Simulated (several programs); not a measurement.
ZrSe2 (started from an entry of an open crystallographic database), relaxed with r2SCAN+rVV10 in Ansatz, was computed with several methods. The symmetry is P-3m1 (No. 164, trigonal); a = 3.789 Å, c = 6.181 Å in the conventional setting, 25.62 Å³ an atom. Zr is surrounded by 6 Se at 2.69 Å; Se is surrounded by 3 Zr at 2.69 Å. Calculated for a static, non-magnetic cell.

Space group P-3m1 (No. 164). a = 3.789 Å, b = 3.789 Å, c = 6.181 Å, α = 90.00°, β = 90.00°, γ = 120.00°

| atom | site | symmetry | x | y | z |
| --- | --- | --- | --- | --- | --- |
| Zr | 1a | -3m. | 0.0000 | 0.0000 | 0.0000 |
| Se | 2d | 3m. | 0.3333 | 0.6667 | 0.2537 |

Gaps and times are for a single point on this cell; volume and bulk modulus come from each method's own relaxation or energy curve at fixed shape, which is too stiff where a cell has free coordinates or axes. Times are rough, from shared hosts (AMD EPYC 7R13 Processor; Intel Xeon 6975P-C; NVIDIA H100 80GB HBM3), and each method has its own mesh and cell size. A double dagger marks a value from a curve with shape and coordinates held. PM6 (MOPAC), PM7 (MOPAC), GFN1-xTB (tblite), GFN2-xTB (tblite) treat a cluster of cells at its zone centre, which samples few k points: where these miss a band edge, the gap comes out too large for that reason alone. Gaps from k meshes are read at a limited set of points (mesh, symmetry points, PBE's band edges), so each method's own least gap may be somewhat smaller. xTB and the PM methods were fitted mostly to molecules, and can miss a solid's gap by electronvolts. Minimal bases can be far off for gaps. Times of the plane-wave ladder aren't listed, since it ran on unlike processors and cards. Curves at held shape can't give the bulk modulus of a layered or molecular crystal, so none is listed. GLLB-SC's gap includes the derivative discontinuity. G0W0 is at finite bands, cutoff and mesh. d marks a direct gap, i an indirect one (no mark: not told apart), a dash a value that wasn't computed or didn't pass its checks.

```json
{"method": "PBE-D3(BJ)", "kind": "semilocal", "gap (eV)": "–", "own volume (Å³/atom)": "24.31", "bulk modulus (GPa)": "–", "atoms computed": "3", "processor time": "–"}
{"method": "r2SCAN+rVV10", "kind": "semilocal", "gap (eV)": "–", "own volume (Å³/atom)": "25.62", "bulk modulus (GPa)": "–", "atoms computed": "3", "processor time": "–"}
{"method": "PBE-D4", "kind": "semilocal", "gap (eV)": "–", "own volume (Å³/atom)": "24.90", "bulk modulus (GPa)": "–", "atoms computed": "3", "processor time": "–"}
{"method": "light PBE (260 eV and a coarse mesh)", "kind": "light plane-wave", "gap (eV)": "0.29 i", "own volume (Å³/atom)": "–", "bulk modulus (GPa)": "–", "atoms computed": "3", "processor time": "0.83 s"}
{"method": "GFN1-xTB (tblite)", "kind": "tight binding", "gap (eV)": "0.42", "own volume (Å³/atom)": "25.01‡", "bulk modulus (GPa)": "–", "atoms computed": "cluster", "processor time": "3.8 s"}
{"method": "LDA", "kind": "semilocal", "gap (eV)": "0.23 i", "own volume (Å³/atom)": "–", "bulk modulus (GPa)": "–", "atoms computed": "3", "processor time": "–"}
{"method": "PBE", "kind": "semilocal", "gap (eV)": "0.31 i", "own volume (Å³/atom)": "–", "bulk modulus (GPa)": "–", "atoms computed": "3", "processor time": "–"}
{"method": "GFN2-xTB (tblite)", "kind": "tight binding", "gap (eV)": "0.81", "own volume (Å³/atom)": "27.25‡", "bulk modulus (GPa)": "–", "atoms computed": "cluster", "processor time": "5.5 s"}
{"method": "r2SCAN", "kind": "semilocal", "gap (eV)": "0.61 i", "own volume (Å³/atom)": "–", "bulk modulus (GPa)": "–", "atoms computed": "3", "processor time": "–"}
{"method": "PBE/SZV (CP2K)", "kind": "small basis", "gap (eV)": "0.11 i", "own volume (Å³/atom)": "26.61‡", "bulk modulus (GPa)": "–", "atoms computed": "3", "processor time": "10 s"}
{"method": "PM6 (MOPAC)", "kind": "semi-empirical", "gap (eV)": "3.21", "own volume (Å³/atom)": "–", "bulk modulus (GPa)": "–", "atoms computed": "cluster", "processor time": "12 s"}
{"method": "GLLB-SC (GPAW)", "kind": "model potential", "gap (eV)": "1.04", "own volume (Å³/atom)": "–", "bulk modulus (GPa)": "–", "atoms computed": "3", "processor time": "20 s"}
{"method": "PBE/DZVP (CP2K)", "kind": "small basis", "gap (eV)": "0.30 i", "own volume (Å³/atom)": "26.18‡", "bulk modulus (GPa)": "–", "atoms computed": "3", "processor time": "23 s"}
{"method": "PBE/single zeta (GPAW)", "kind": "small basis", "gap (eV)": "0.19 i", "own volume (Å³/atom)": "–", "bulk modulus (GPa)": "–", "atoms computed": "3", "processor time": "30 s"}
{"method": "PBE+SOC", "kind": "semilocal", "gap (eV)": "0.17 i", "own volume (Å³/atom)": "–", "bulk modulus (GPa)": "–", "atoms computed": "3", "processor time": "–"}
{"method": "PM7 (MOPAC)", "kind": "semi-empirical", "gap (eV)": "2.47", "own volume (Å³/atom)": "–", "bulk modulus (GPa)": "–", "atoms computed": "cluster", "processor time": "43 s"}
{"method": "G0W0@r2SCAN (180 eV screening cutoff)", "kind": "many-body", "gap (eV)": "1.13", "own volume (Å³/atom)": "–", "bulk modulus (GPa)": "–", "atoms computed": "3", "processor time": "–"}
{"method": "PBE0", "kind": "hybrid", "gap (eV)": "1.60 i", "own volume (Å³/atom)": "–", "bulk modulus (GPa)": "–", "atoms computed": "3", "processor time": "–"}
{"method": "HSE06", "kind": "hybrid", "gap (eV)": "0.96 i", "own volume (Å³/atom)": "–", "bulk modulus (GPa)": "–", "atoms computed": "3", "processor time": "–"}
{"method": "Hartree-Fock", "kind": "exact exchange", "gap (eV)": "6.53 i", "own volume (Å³/atom)": "–", "bulk modulus (GPa)": "–", "atoms computed": "3", "processor time": "–"}
{"method": "r2SCAN0", "kind": "hybrid", "gap (eV)": "1.83 i", "own volume (Å³/atom)": "–", "bulk modulus (GPa)": "–", "atoms computed": "3", "processor time": "–"}
{"method": "G0W0@HSE06 (180 eV screening cutoff)", "kind": "many-body", "gap (eV)": "1.27", "own volume (Å³/atom)": "–", "bulk modulus (GPa)": "–", "atoms computed": "3", "processor time": "–"}
{"method": "G0W0@PBE (260 eV screening cutoff)", "kind": "many-body", "gap (eV)": "1.11", "own volume (Å³/atom)": "–", "bulk modulus (GPa)": "–", "atoms computed": "3", "processor time": "–"}
{"method": "G0W0@LDA (140 eV screening cutoff)", "kind": "many-body", "gap (eV)": "0.99", "own volume (Å³/atom)": "–", "bulk modulus (GPa)": "–", "atoms computed": "3", "processor time": "–"}
{"method": "G0W0@PBE0 (180 eV screening cutoff)", "kind": "many-body", "gap (eV)": "1.46", "own volume (Å³/atom)": "–", "bulk modulus (GPa)": "–", "atoms computed": "3", "processor time": "–"}
{"method": "HSE06+SOC", "kind": "hybrid", "gap (eV)": "0.80 i", "own volume (Å³/atom)": "–", "bulk modulus (GPa)": "–", "atoms computed": "3", "processor time": "–"}
```

Task: How far from the measured values lie the methods that can be set against them?

Result:
- Band gap, measured 1.2 eV: light PBE (260 eV and a coarse mesh) -0.91 eV, GFN1-xTB (tblite) -0.78 eV, LDA -0.97 eV, PBE -0.89 eV, GFN2-xTB (tblite) -0.39 eV, r2SCAN -0.59 eV, PBE/SZV (CP2K) -1.09 eV, PM6 (MOPAC) +2.01 eV, GLLB-SC (GPAW) -0.16 eV, PBE/DZVP (CP2K) -0.90 eV, PBE/single zeta (GPAW) -1.01 eV, PBE+SOC -1.03 eV, PM7 (MOPAC) +1.27 eV, G0W0@r2SCAN (180 eV screening cutoff) -0.07 eV, PBE0 +0.40 eV, HSE06 -0.24 eV, Hartree-Fock +5.33 eV, r2SCAN0 +0.63 eV, G0W0@HSE06 (180 eV screening cutoff) +0.07 eV, G0W0@PBE (260 eV screening cutoff) -0.09 eV, G0W0@LDA (140 eV screening cutoff) -0.21 eV, G0W0@PBE0 (180 eV screening cutoff) +0.26 eV, HSE06+SOC -0.40 eV.
The calculations are for a static lattice; samples hold vibrations, temperature and, in optical gaps, excitons. A measured value is shown where most reports agree with it, and only for the quantities listed. Sources: 1.2 eV (fundamental indirect gap, quoted from earlier experiment; “Stress-Tuned Optical Transitions in Layered 1T-MX2 (M= Hf, Zr, Sn; X= S, Se) Crystals”; Literature value; other experiments cited in the same table give 1.10 and 1.18 eV.; 2022; arxiv:2210.12074).

Only the rows marked +SOC include spin-orbit coupling.
